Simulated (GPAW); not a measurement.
**HgSe: single point with PBE**

HgSe:

```
CELL_PARAMETERS angstrom
0.00000 3.03900 3.03900
3.03900 0.00000 3.03900
3.03900 3.03900 0.00000
ATOMIC_POSITIONS crystal
Hg 0.00000 0.00000 0.00000
Se 0.75000 0.75000 0.75000
```

```yaml
Program: GPAW 26.7.0
Task: single point
Functional: PBE
Potentials_or_basis: GPAW PAW data sets (gpaw-data 1.2.1)
Cutoff: 600 eV
Basis: pw
k_mesh: 8 × 8 × 8
Occupations: gaussian, width 0.028 eV
Spin: no spin polarisation
Maxiter: 150
```

```yaml
Pressure: 5.1 GPa
Band_gap_on_the_k_mesh: none (metal or under the smearing width)
```

Levels at points of the mesh, in eV from the Fermi level:
```tsv
k point	band 10	band 11	band 12	band 13	band 14
(0.00, 0.00, 0.00)	-0.83	-0.01	-0.01	-0.01	5.50
(0.50, 0.50, 0.00)	-5.06	-2.32	-2.32	2.87	2.99
(0.50, 0.50, 0.50)	-5.48	-0.99	-0.99	1.20	6.27
```

It took 19 s on 1 thread of Arm Neoverse V1 (shared host), peak memory 0.17 GiB.

The run has no spin-orbit coupling, so splittings on Hg are missing.
